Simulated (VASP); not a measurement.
# PbSe (Clausthalite) in VASP: further runs

The runs below take PbSe (Clausthalite) through single point, with PBE, r2SCAN.

Everything below comes from runs of VASP 6.6.1. Logs are shortened: lines on timing, memory, paths and dates and some standing lists are left out, and cuts for length are marked.

**What was measured.**

From a printed reference work, monograph, for a bulk crystal of PbSe at 4.2 K: band gap 0.15 eV (direct).

The results are compared with them further down.

## Step 1: The cell of the first run

Symmetry: Fm-3m, No. 225, cubic system. Conventional cell: a = 5.908 Å, b = 5.908 Å, c = 5.908 Å, α = 90.00°, β = 90.00°, γ = 90.00°. Pb (site symmetry m-3m) has 6 Se at 2.95 Å within 3.9 Å. Se (site symmetry m-3m) has 6 Pb at 2.95 Å within 3.9 Å.

## Step 2: Single point, PBE (strain -3.8%)

The input, INCAR:

```
SYSTEM = PbSe
PREC = Accurate ; ENCUT = 520
EDIFF = 1E-7 ; ISMEAR = -1
SIGMA = 0.02 ; LREAL = .False.
LASPH = .True. ; NELM = 100
ALGO = Normal ; ISIF = 2
LWAVE = .False. ; LCHARG = .True.
GGA = PE ; LELF = .True.
LVHAR = .True. ; NBANDS = 17
```

The input, KPOINTS:

```
Automatic mesh
0
Gamma
  8 8 8
  0 0 0
```

The input, POSCAR:

```
PbSe
1.0
    0.0000000000      2.9539620758      2.9539620758
    2.9539620758      0.0000000000      2.9539620758
    2.9539620758      2.9539620758      0.0000000000
Pb Se
1 1
Direct
    0.0000000000      0.0000000000      0.0000000000
    0.5000000000      0.5000000000      0.5000000000
```

Potentials or basis: VASP PAW PBE potentials, release 64 (Pb_d, Se).

Started as:

```
$ cat potpaw_PBE.64/Pb_d/POTCAR potpaw_PBE.64/Se/POTCAR > POTCAR
$ mpirun -np 1 vasp_std > vasp.out
```

OUTCAR:

```text
SYSTEM = PbSe
   PREC = Accurate
   ENCUT = 520
   EDIFF = 1E-7
   ISMEAR = -1
   LREAL = .False.
   LASPH = .True.
   NELM = 100
   ISIF = 2
   GGA = PE

 ion  position               nearest neighbor table
   1  0.000  0.000  0.000-   2 2.95   2 2.95   2 2.95   2 2.95   2 2.95   2 2.95
   2  0.500  0.500  0.500-   1 2.95   1 2.95   1 2.95   1 2.95   1 2.95   1 2.95

  LATTYP: Found a face centered cubic cell.
 ALAT       =     5.9079241516

  Lattice vectors:

 A1 = (   0.0000000000,   2.9539620758,   2.9539620758)
 A2 = (   2.9539620758,   0.0000000000,   2.9539620758)
 A3 = (   2.9539620758,   2.9539620758,   0.0000000000)

Analysis of symmetry for initial positions (statically):
=====================================================================
 Subroutine PRICEL returns:
 Original cell was already a primitive cell.

 Routine SETGRP: Setting up the symmetry group for a
 face centered cubic supercell.

 Subroutine GETGRP returns: Found 48 space group operations
 (whereof 48 operations were pure point group operations)
 out of a pool of 48 trial point group operations.

The static configuration has the point symmetry O_h .

Analysis of symmetry for dynamics (positions and initial velocities):
=====================================================================
 Subroutine PRICEL returns:
 Original cell was already a primitive cell.

 Routine SETGRP: Setting up the symmetry group for a
 face centered cubic supercell.

 Subroutine GETGRP returns: Found 48 space group operations
 (whereof 48 operations were pure point group operations)
 out of a pool of 48 trial point group operations.

The dynamic configuration has the point symmetry O_h .

 Subroutine INISYM returns: Found 48 space group operations
 (whereof 48 operations are pure point group operations),
 and found     1 'primitive' translations

----------------------------------------------------------------------------------------

                                     Primitive cell

  volume of cell :      51.5519

  direct lattice vectors                    reciprocal lattice vectors
     0.000000000  2.953962076  2.953962076    -0.169264191  0.169264191  0.169264191
     2.953962076  0.000000000  2.953962076     0.169264191 -0.169264191  0.169264191
     2.953962076  2.953962076  0.000000000     0.169264191  0.169264191 -0.169264191

  length of vectors
     4.177533230  4.177533230  4.177533230     0.293174178  0.293174178  0.293174178

  position of ions in fractional coordinates (direct lattice)
     0.000000000  0.000000000  0.000000000
     0.500000000  0.500000000  0.500000000

  ion indices of the primitive-cell ions
   primitive index   ion index
                 1           1
                 2           2

----------------------------------------------------------------------------------------

 KPOINTS: Automatic mesh

Automatic generation of k-mesh.
 Grid dimensions read from file:
 generate k-points for:    8    8    8

 Generating k-lattice:

  Cartesian coordinates                     Fractional coordinates (reciprocal lattice)
    -0.021158024  0.021158024  0.021158024     0.125000000  0.000000000  0.000000000
     0.021158024 -0.021158024  0.021158024     0.000000000  0.125000000  0.000000000
     0.021158024  0.021158024 -0.021158024     0.000000000  0.000000000  0.125000000

  Length of vectors
     0.036646772  0.036646772  0.036646772

  Shift w.r.t. Gamma in fractional coordinates (k-lattice)
     0.000000000  0.000000000  0.000000000

 Subroutine IBZKPT returns following result:
 ===========================================

 Found     29 irreducible k-points:

 Following reciprocal coordinates:
            Coordinates               Weight
  0.000000  0.000000  0.000000      1.000000
  0.125000  0.000000  0.000000      8.000000
  0.250000  0.000000  0.000000      8.000000
  0.375000  0.000000  0.000000      8.000000
  0.500000  0.000000  0.000000      4.000000
  0.125000  0.125000  0.000000      6.000000
[... 16 lines left out ...]
  0.500000  0.250000  0.125000     48.000000
 -0.375000  0.250000  0.125000     24.000000
 [... further k-points ...]
   k-points           NKPTS =     29   k-points in BZ     NKDIM =     29   number of bands    NBANDS=     17
   number of dos      NEDOS =    301   number of ions     NIONS =      2
   total plane-waves  NPLWV =  32768
   dimension x,y,z NGX =    32 NGY =   32 NGZ =   32
   dimension x,y,z NGXF=    64 NGYF=   64 NGZF=   64
   ions per type =               1   1
   NGX,Y,Z   is equivalent  to a cutoff of  12.73, 12.73, 12.73 a.u.
   NGXF,Y,Z  is equivalent  to a cutoff of  25.47, 25.47, 25.47 a.u.
 SYSTEM =  PbSe
   PREC   = accura    normal or accurate (medium, high low for compatibility)
   ISTART =      0    job   : 0-new  1-cont  2-samecut
   ICHARG =      2    charge: 1-file 2-atom 10-const
   ISPIN  =      1    spin polarized calculation?
   LNONCOLLINEAR =      F non collinear calculations
   LSORBIT =      F    spin-orbit coupling
   LASPH  =      T    aspherical Exc in radial PAW
   ENCUT  =  520.0 eV  38.22 Ry    6.18 a.u.   7.77  7.77  7.77*2*pi/ulx,y,z
   NELM   =    100;   NELMIN=  2; NELMDL= -5     # of ELM steps
   EDIFF  = 0.1E-06   stopping-criterion for ELM
   LREAL  =      F    real-space projection
   EDIFFG = 0.1E-05   stopping-criterion for IOM
   NSW    =      0    number of steps for IOM
   IBRION =     -1    ionic relax: 0-MD 1-quasi-New 2-CG
   NFREE  =      0    steps in history (QN), initial steepest desc. (CG)
   ISIF   =      2    stress and relaxation
   ISYM   =      2    0-nonsym 1-usesym 2-fastsym
   POTIM  = 0.5000    time-step for ionic-motion
   TEBEG  =    0.0;   TEEND  =   0.0 temperature during run
   PSTRESS=    0.0 pullay stress
   NELECT =      20.0000    total number of electrons
   NUPDOWN=      -1.0000    fix difference up-down
   EMIN   =  10.00;   EMAX   =-10.00  energy-range for DOS
   EFERMI =   0.00;   METHOD = LEGACY
   ISMEAR =    -1;   SIGMA  =   0.02  broadening in eV -4-tet -1-fermi 0-gaus
   EFERMI_NEDOS =   21; number of points for ismear=-14 and -15
   IALGO  =     38    algorithm
   IMIX   =      4    mixing-type and parameters
     AMIX     =   0.40;   BMIX     =  1.00
     AMIX_MAG =   1.60;   BMIX_MAG =  1.00
  volume/ion in A,a.u.               =      25.78       173.94
  Fermi-wavevector in a.u.,A,eV,Ry     =   1.193997  2.256327 19.396859  1.425629
  Thomas-Fermi vector in A             =   2.329998
   LORBIT       =      0    0 simple, 1 ext, 2 COOP (PROOUT), +10 PAW based schemes
   GGA     = PE    functional components
   LHFCALC =     F    Hartree Fock is set to
   AEXX    =    0.0000 exact exchange contribution
   IVDW    =     0    specifies the selected vdW correction
   LEPSILON=     F    determine dielectric tensor
   LRPA    =     F    only Hartree local field effects (RPA)
 non-spin polarized calculation
  energy-cutoff  :      520.00
  volume of cell :       51.55
 maximum number of plane-waves:      1411
   NGX = 15   NGY = 15   NGZ = 15

 number of electron      19.9999997 magnetization

 Free energy of the ion-electron system (eV)
  ---------------------------------------------------
  ext. energy  EPLUGINS =         0.00000000
  ---------------------------------------------------
  free energy    TOTEN  =        -7.96561609 eV

  energy without entropy =       -7.96549588  energy(sigma->0) =       -7.96555598

 E-fermi :   6.5269     XC(G=0): -10.0351

 val. band max:        6.4671586160   @ k =   0.5000   0.0000   0.0000
 cond. band min:       6.5867246383   @ k =   0.5000   0.0000   0.0000
 fundamental gap:      0.1195660223
 Fermi energy:         6.5269416264

 k-point     1 :       0.0000    0.0000    0.0000
  band No.  band energies     occupation
      1     -10.5965      2.00000
      2     -10.5965      2.00000
      3     -10.5941      2.00000
      4     -10.5941      2.00000
      5     -10.5941      2.00000
      6      -8.1110      2.00000
[... 9 lines left out ...]
     16      12.7255      0.00000
     17      14.2581      0.00000

 k-point     2 :       0.1250    0.0000    0.0000
  band No.  band energies     occupation
      1     -10.6021      2.00000
      2     -10.6021      2.00000
      3     -10.5936      2.00000
      4     -10.5871      2.00000
      5     -10.5871      2.00000
      6      -7.9690      2.00000
[... 9 lines left out ...]
     16      13.1125      0.00000
     17      15.6501      0.00000

 k-point     3 :       0.2500    0.0000    0.0000
  band No.  band energies     occupation
      1     -10.6163      2.00000
      2     -10.6163      2.00000
      3     -10.5928      2.00000
      4     -10.5695      2.00000
      5     -10.5695      2.00000
      6      -7.5729      2.00000
[... 9 lines left out ...]
     16      14.0285      0.00000
     17      18.0024      0.00000

 k-point     4 :       0.3750    0.0000    0.0000
  band No.  band energies     occupation
      1     -10.6305      2.00000
      2     -10.6305      2.00000
      3     -10.5928      2.00000
      4     -10.5518      2.00000
      5     -10.5518      2.00000
      6      -7.0542      2.00000
[... 9 lines left out ...]
     16      15.3862      0.00000
     17      18.4142      0.00000
[... 343 lines left out ...]
      1     -10.6672      2.00000
      2     -10.6015      2.00000
      3     -10.5986      2.00000
      4     -10.5620      2.00000
      5     -10.5572      2.00000
      6      -7.2102      2.00000
[... 9 lines left out ...]
     16      16.1604      0.00000
     17      16.6053      0.00000

 k-point    23 :       0.5000    0.2500    0.1250
  band No.  band energies     occupation
      1     -10.6895      2.00000
      2     -10.6119      2.00000
      3     -10.5893      2.00000
      4     -10.5589      2.00000
      5     -10.5463      2.00000
      6      -6.7322      2.00000
[... 9 lines left out ...]
     16      16.5214      0.00000
     17      17.7637      0.00000

 k-point    24 :      -0.3750    0.2500    0.1250
  band No.  band energies     occupation
      1     -10.6974      2.00000
      2     -10.6172      2.00000
      3     -10.5803      2.00000
      4     -10.5640      2.00000
      5     -10.5403      2.00000
      6      -6.4872      2.00000
[... 9 lines left out ...]
     16      17.3467      0.00000
     17      17.5348      0.00000

 [... further k-points ...]

------------------------ aborting loop because EDIFF is reached ----------------------------------------

  FORCE on cell =-STRESS in cart. coord.  units (eV):
  Direction    XX          YY          ZZ          XY          YZ          ZX
  --------------------------------------------------------------------------------------
  -------------------------------------------------------------------------------------
  Total        3.1669204      3.1669204      3.1669204      0.0000000      0.0000000     -0.0000000
  in kB       98.4244479     98.4244479     98.4244479      0.0000000      0.0000000     -0.0000000
  external PRESSURE =      98.4244479 kB  Pullay stress =       0.0000000 kB

 VOLUME and BASIS-vectors are now :
 -----------------------------------------------------------------------------
  energy-cutoff  :      520.00
  volume of cell :       51.55
      direct lattice vectors                 reciprocal lattice vectors
     0.000000000  2.953962076  2.953962076    -0.169264191  0.169264191  0.169264191
     2.953962076  0.000000000  2.953962076     0.169264191 -0.169264191  0.169264191
     2.953962076  2.953962076  0.000000000     0.169264191  0.169264191 -0.169264191

 POSITION                                       TOTAL-FORCE (eV/Angst)
 -----------------------------------------------------------------------------------
      0.00000      0.00000      0.00000        -0.000000     -0.000000     -0.000000
      2.95396      2.95396      2.95396         0.000000      0.000000      0.000000
 -----------------------------------------------------------------------------------
    total drift:                                0.000000     -0.000000     -0.000000

  FREE ENERGIE OF THE ION-ELECTRON SYSTEM (eV)
  ---------------------------------------------------
  free  energy   TOTEN  =        -7.9656160895 eV

  energy  without entropy=       -7.9654958770  energy(sigma->0) =       -7.96555598
```

It took 26 s on 1 thread of Intel Xeon 8259CL, shared host; peak memory 0.19 GiB.

What came out:

- Free energy: -7.9656 eV
- Pressure: 9.8 GPa
- Band gap on the k mesh: 0.12 eV, direct

Caveat: the cell differs from its parent crystal (strain -3.8%); spin-orbit coupling is left out, which moves the levels of the heavy elements.

## Step 3: Single point, PBE

This run uses another cell than the first one, of 28.93 Å³/atom, 1.122 times its volume.

The input, INCAR:

```
SYSTEM = PbSe
  PREC = Accurate
  ENCUT = 520
  EDIFF = 1E-6
  ISMEAR = -1
  SIGMA = 0.02
  LREAL = .False.
  LASPH = .True.
  NELM = 60
  ALGO = Normal
  ISIF = 2
  LWAVE = .False.
  LCHARG = .True.
  GGA = PE
  LELF = .True.
  LVHAR = .True.
  NBANDS = 17
```

The input, KPOINTS:

```
regular mesh
0
Gamma
  8 8 8
  0 0 0
```

The input, POSCAR:

```
PbSe
1.0
    0.0000000000      3.0696893648      3.0696893648
    3.0696893648      0.0000000000      3.0696893648
    3.0696893648      3.0696893648      0.0000000000
Pb Se
1 1
Direct
    0.0000000000      0.0000000000      0.0000000000
    0.5000000000      0.5000000000      0.5000000000
```

Potentials or basis: VASP PAW PBE potentials, release 64 (Pb_d, Se).

Started as:

```
$ cat potpaw_PBE.64/Pb_d/POTCAR potpaw_PBE.64/Se/POTCAR > POTCAR
$ mpirun -np 1 vasp_std > vasp.out
```

Run time: 22 s. Hardware: 1 thread of Intel Xeon 8259CL, shared host; peak memory 0.19 GiB.

Results (log left out):

```yaml
Free_energy: -8.1854 eV
Pressure: 1.9 GPa
Band_gap_on_the_k_mesh: 0.32 eV, direct
```

Levels at points of the mesh, in eV from the valence-band top:
| k point | band 8 | band 9 | band 10 | band 11 | band 12 | band 13 |
| --- | --- | --- | --- | --- | --- | --- |
| (0.00, 0.00, 0.00) | -1.83 | -1.83 | -1.83 | 4.70 | 4.70 | 4.70 |
| (0.50, 0.00, 0.00) | -1.43 | -1.43 | 0.00 | 0.32 | 1.72 | 1.72 |
| (0.50, 0.50, 0.00) | -4.90 | -3.17 | -3.17 | 3.74 | 5.58 | 5.58 |

Caveat: spin-orbit coupling is left out, which moves the levels of the heavy elements.

(Continued in part 2 of 2.)
